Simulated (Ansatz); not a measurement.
# TaN: moving N off its site

TaN, P-6m2, a = 2.924 Å, c = 2.871 Å. This isn't the usual stable structure of the compound. Ansatz: PBEsol, PAW, 420 eV, Γ-centred 24×24×20 mesh on 2 atoms, Gaussian smearing 0.15 eV; no spin polarisation.

```yaml
crystal:
  lattice:
    - [2.92399, 0.00000, 0.00000]
    - [-1.46199, 2.53225, 0.00000]
    - [0.00000, 0.00000, 2.87073]
  atoms:
    - { symbol: Ta, position: [0.33333, 0.66667, 0.50000] }
    - { symbol: N, position: [0.00000, 0.00000, 0.00000] }
```

Atom 2 (N) moves by x along the unit vector (0.000, 0.000, -1.000), with its periodic images; all else is held. y is the free energy of the cell over the start, F the force along the path summed over the moved atoms. Symmetry makes y even in x.

```
 x (Å) y (meV) F (eV/Å)
-0.200        ?         ?
-0.100     74.4      1.50
 0.000      0.0      0.00
 0.025      4.6     -0.37
 0.050     18.4     -0.74
 0.075     41.6     -1.12
 0.125    117.0     -1.90
 0.150    169.7     -2.32
 0.175    232.9     -2.74
```

Question: Fit y = c2 x² + c4 x⁴ to the energies of the other rows, give the force constant, and predict energy and force of the missing row.

Answer: Least squares on the rows shown. y = 7361.0 x² + 7987.3 x⁴. The force constant is 2 c2 = 14.7 eV/Å² (for all images moving together, not for a lone atom). The force −dy/dx at the missing row is 3.20 eV/Å (computed 3.18). At x = -0.200 the fit asked for gives 307.2 meV. The run gave 306.8 meV, so the fit is 0.4 meV too high, a small miss on the scale of the series.

Spin–orbit coupling is left out, which can shift energies with elements as heavy as these.